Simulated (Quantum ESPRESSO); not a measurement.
Crystal: Al.

```xyz
2
Lattice="4.4621 -0.0022 0.0530 -2.2329 3.9369 -0.0411 0.0321 -0.0103 2.7090" Properties=species:S:1:pos:R:3 pbc="T T T"
Al   -0.0013    2.6239   -0.0098
Al    2.2304    1.3108    0.0216
```

The cell isn't the ideal one: cell strained at random at fixed volume.

```yaml
Program: Quantum ESPRESSO 7.5
Task: energy-loss spectrum
Functional: PBE
Potentials_or_basis: Ansatz NC SR PBE
Cutoff: 544 eV
Density_cutoff: 2177 eV
k_mesh: 7 × 7 × 10
Occupations: cold, width 0.272 eV
Spin: no spin polarisation
Iterations: 400
Mixing_beta: 0.5
Most_SCF_iterations: 120
SCF_threshold: 4e-10 Ry
```

Loss function by the Lanczos method: RPA with local fields, q = (0.462, 0.462, 0.462) Å⁻¹, 400 iterations, broadening 0.27 eV, up to 40 eV.

**Question.** Where does the loss function peak?

**Answer.** The main peak lies at 15.2 eV with height 3.65.

Energy-loss function at q = [0.46188, 0.46188, 0.46188] (Å⁻¹, cartesian):
| energy (eV) | loss |
| --- | --- |
| 0.0 | 0.000 |
| 1.8 | 0.020 |
| 3.4 | 0.077 |
| 5.2 | 0.137 |
| 7.0 | 0.249 |
| 8.6 | 0.318 |
| 10.4 | 0.413 |
| 12.2 | 0.793 |
| 13.8 | 2.099 |
| 15.6 | 3.388 |
| 17.4 | 1.103 |
| 19.0 | 0.430 |
| 20.8 | 0.179 |
| 22.4 | 0.094 |
| 24.2 | 0.058 |
| 26.0 | 0.047 |
| 27.6 | 0.045 |
| 29.4 | 0.035 |
| 31.2 | 0.023 |
| 32.8 | 0.018 |
| 34.6 | 0.017 |
| 36.4 | 0.017 |
| 38.0 | 0.014 |
| 39.8 | 0.009 |

Spectra converge slowly with the k mesh, and this one (7 × 7 × 10) leaves small humps uncertain. From two thirds of the Lanczos chain to all of it the curve moves by up to 4 % of its peak.
